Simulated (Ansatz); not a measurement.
# Rh: under pressure

How does Rh compress? Cell and atoms are relaxed at 7 pressures between -1 and 90 GPa.

This is Rh in the hcp structure; at room conditions it is fcc.

Computed with Ansatz 0.2.0 (DFT PBEsol, scalar-relativistic, plane waves, PAW, unless a step's input says otherwise).

2 further runs of the same task are left out: 2 set aside as unsound or not needed.

## Step 1: The structure to begin with

It takes space group P6_3/mmc (No. 194, hexagonal). Conventional cell: a = 2.689 Å, b = 2.689 Å, c = 4.329 Å, α = 90.00°, β = 90.00°, γ = 120.00°. Around Rh (site symmetry -6m2) lie 12 Rh at 2.66 to 2.69 Å.

As a file:

```
Rh
1.0
     2.68874    0.00000    0.00000
    -1.34437    2.32851    0.00000
     0.00000    0.00000    4.32902
Rh
2
Cartesian
  1.3444 0.7762 3.2468
  0.0000 1.5523 1.0823
```

It goes back to an entry of the Materials Project, which need not be the stable form.

It is the result of an earlier relaxation at this level (volume 13.55 Å³/atom; gap on the mesh: none (metal)).

## Step 2: Relaxing at -1 GPa

The input, input.yaml:

```yaml
crystal:
  lattice:
    - [2.6975319272, 0.0, 0.0]
    - [-1.3487659636, 2.3361311765, 0.0]
    - [0.0, 0.0, 4.3431820581]
  atoms:
    - { symbol: Rh, position: [0.6666666667, 0.3333333333, 0.75] }
    - { symbol: Rh, position: [0.3333333333, 0.6666666667, 0.25] }
basis:
  ecutwfc: 420
kpoints:
  mp_grid: { grid: [18, 18, 10] }
hamiltonian:
  xc: pbesol
scf:
  occupations: { method: gaussian, width: 0.1 }
output:
  forces: true
  stress: true
  eigenvalues: true
  write_density: true
  write_potential: true
  elf: true
  volumetric_format: npy
relax:
  adjacent_minimum: "off"
  f_tol: 0.008
  max_steps: 50
  cell: { stress_tol: 0.08, p_target: -1.0 }
```

On the command line:

```console
$ ansatz run input.yaml --threads 1 --pin off --max-ram 2560MiB --backend cpu --events-out ev --progress --plain --runs-dir out
```

The session goes on with these runs: relaxing at 1 GPa; 4 GPa; 12 GPa; 25 GPa; 50 GPa; relaxing at 90 GPa.

Before running it: what results should come out? Wanted: bulk modulus B0; B0'.

As calculated:

| quantity | value |
| --- | --- |
| volume at 90 GPa | 11.20 Å³/atom, V/V0 = 0.827 |
| bulk modulus B0 (third-order Birch-Murnaghan) | 294 GPa |
| B0' | 4.9 |

In words: Up to 90 GPa the volume falls by 17.3 %. The points follow one equation of state, B0 = 294 GPa. The cell gives way unevenly: a -6.3 %, b -6.3 %, c -5.9 %. Other structures may take over in this range; these runs cannot find them.
